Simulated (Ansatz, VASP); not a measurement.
CO2: VASP beside Ansatz

```xyz
6
Lattice="-1.9590 1.9590 2.9681 1.9590 -1.9590 2.9681 1.9590 1.9590 -2.9681" Properties=species:S:1:pos:R:3 pbc="T T T"
C     0.0000    0.0000    0.0000
C     0.0000    1.9590    1.4840
O     0.6554    0.9795    0.7420
O    -0.9795    1.3037    2.2261
O     1.3037    0.9795    3.7101
O     2.9385    0.6554   -0.7420
```

Alike in both runs: functional PBEsol; k mesh 8 × 8 × 8; no spin polarisation.

Ansatz relaxed the structure, and its values are those at the end. VASP's run is a single point on that final structure, the one shown.

|  | VASP | Ansatz |
| --- | --- | --- |
| version | VASP 6.6.1 | Ansatz 0.2.0 |
| potentials or method | VASP PAW PBE potentials, release 64 (C, O) | scalar-relativistic, plane waves, PAW |
| plane-wave cutoff (eV) | 520 | 420 |
| occupations | gaussian, width 0.01 eV | fixed |
| valence electrons in the cell | 32 | 32 |

|  | VASP | Ansatz | Ansatz less VASP |
| --- | --- | --- | --- |
| gap on the k mesh at the Fermi level (eV) | 7.58 | 7.65 | +0.072 |
| least direct gap on the mesh (eV) | 8.02 | 8.07 | +0.044 |
| pressure (GPa) | 1.7 | 0.0 | -1.75 |
| rms of the force components (eV/Å) | 0.046 | 0.000 | -0.0463 |

Caveats: the PAW data sets were made with another functional, which shifts forces and pressure a little (VASP). A k mesh can miss the band edges.
